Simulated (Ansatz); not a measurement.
# Scandium, beta-Sn type under PBE: ground state and equation of state

What does PBE give for scandium in the beta-Sn type structure? We relax it, solve it on a dense k-mesh, then scale the cell to 7 volumes from 88 to 112 % of the relaxed one and try a fit of the equation of state. The start is ferromagnetic. The k-meshes are 11×11×8 for the relaxation; 19×19×13 for the dense run; 13×13×9 for the volumes.

Method: DFT PBE, plane waves (420 eV) with PAW, scalar-relativistic, in Ansatz 0.2.0.

**1. Starting point**

It takes space group I4_1/amd (No. 141, tetragonal). The conventional cell has a = 5.772 Å, b = 5.772 Å, c = 3.152 Å, α = 90.00°, β = 90.00°, γ = 90.00°. Sc (site symmetry -4m2) has 6 Sc at 2.99 to 3.15 Å as nearest neighbours.

Structure file:

```cif
data_structure
_symmetry_space_group_name_H-M 'I4_1/amd:1'
_symmetry_Int_Tables_number 141
_cell_length_a 5.7722
_cell_length_b 5.7722
_cell_length_c 3.1516
_cell_angle_alpha 90.000
_cell_angle_beta 90.000
_cell_angle_gamma 90.000
_cell_volume 105.01
loop_
_atom_site_label
_atom_site_type_symbol
_atom_site_symmetry_multiplicity
_atom_site_Wyckoff_symbol
_atom_site_fract_x
_atom_site_fract_y
_atom_site_fract_z
_atom_site_occupancy
Sc1 Sc 4 a 0.00000 0.00000 0.00000 1
```

The atoms start with moments of +1 ×2 μB.

**2. Relaxing cell and atoms**

Contents of input.yaml:

```yaml
crystal:
  lattice:
    - [-2.8861208363, 2.8861208363, 1.5758219766]
    - [2.8861208363, -2.8861208363, 1.5758219766]
    - [2.8861208363, 2.8861208363, -1.5758219766]
  atoms:
    - { symbol: Sc, position: [0.0, 0.0, 0.0], spin: 1.0 }
    - { symbol: Sc, position: [0.75, 0.25, 0.5], spin: 1.0 }
hamiltonian:
  xc: pbe
  pseudopotentials:
    kind: paw
    azcp:
      Sc: "pseudopotentials/Sc.paw.azcp"
basis:
  ecutwfc: 420
  fft_grid_basis: typed
kpoints:
  mp_grid: { grid: [11, 11, 8], shift: [0, 0, 0] }
magnetization:
  spin_polarized: true
scf:
  occupations: { method: fermi_dirac, width: 0.05 }
relax:
  max_steps: 60
  f_tol: 0.01
  cell: {}
```

Launch:

```sh
> ansatz run input.yaml --threads 2 --pin off --max-ram 6144MiB --backend cpu --events-out ev --progress --plain --runs-dir out
```

The runs that follow: Single point on a dense mesh; Equation of state: 88 %; Equation of state: 92 %; Equation of state: 96 %; Equation of state: 100 %; Equation of state: 104 %; Equation of state: 108 %; Equation of state: 112 %.

Q: Predict the outcome of this session. Wanted: space group; conventional cell; volume; shortest distance; gap on the mesh; magnetic state; relative to hcp.

As calculated:

| quantity | value |
| --- | --- |
| space group (spins left aside) | I4_1/amd (No. 141) |
| conventional cell | a = 5.641 Å, c = 3.111 Å (c/a = 0.552) |
| volume | 24.743 Å³/atom |
| shortest distance | 2.925 Å |
| gap on the mesh | none (levels filled in part) |
| magnetic state | ferromagnetic, up to 0.13 μB per atom |
| relative to hcp | +414 meV/atom |

**Reading.** From the guessed start the volume shrank by 5.7 % in 4 steps. It lies 414 meV/atom above the element's reference form at the same level (hcp, from a run of its own), so it is far from stable. It ends ferromagnetic, with up to 0.13 μB per atom. No gap shows: it is a metal or semimetal at this level. The symmetry was held, so the structure may be unstable against distortions that break it.
